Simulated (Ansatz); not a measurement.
# SnSe: the cost of one run

Computed with Ansatz 0.2.0 (DFT PBEsol, scalar-relativistic, plane waves, PAW, unless a step's input says otherwise).

1 further run of the same task is left out (set aside as unsound or not needed).

## Step 1: The starting structure

It takes space group Fm-3m (No. 225, cubic). Conventional cell: a = 6.020 Å, b = 6.020 Å, c = 6.020 Å, α = 90.00°, β = 90.00°, γ = 90.00°. Sn (site symmetry m-3m) is surrounded by 6 Se at 3.01 Å. Se (site symmetry m-3m) is surrounded by 6 Sn at 3.01 Å.

As a file:

```xyz
2
Lattice="0.0000 3.0100 3.0100 3.0100 0.0000 3.0100 3.0100 3.0100 0.0000" Properties=species:S:1:pos:R:3 pbc="T T T"
Sn    0.0000    0.0000    0.0000
Se    3.0100    3.0100    3.0100
```

The structure comes from the Crystallography Open Database.

## Step 2: A distortion that keeps the symmetry

The change: strain xx, yy, zz, yz, xz, xy = -2.1, -2.1, -2.1, +0.0, +0.0, +0.0 %.

Input file input.yaml:

```yaml
crystal:
  lattice:
    - [0.0, 2.9478134, 2.9478134]
    - [2.9478134, 0.0, 2.9478134]
    - [2.9478134, 2.9478134, 0.0]
  atoms:
    - { symbol: Sn, position: [0.0, 0.0, 0.0] }
    - { symbol: Se, position: [0.5, 0.5, 0.5] }
basis:
  ecutwfc: 420
kpoints:
  mp_grid: { grid: [8, 8, 8] }
hamiltonian:
  xc: pbesol
scf:
  occupations: { method: gaussian, width: 0.02 }
output:
  forces: true
  stress: true
  eigenvalues: true
```

Launch:

```
$ ansatz run input.yaml --threads 1 --pin off --max-ram 1331MiB --backend cpu --events-out ev --progress --plain --runs-dir out
```

What time and memory should one allow on 1 thread of an x86-64 CPU, shared host?

About 3.9 s, with a peak of 0.35 GiB.
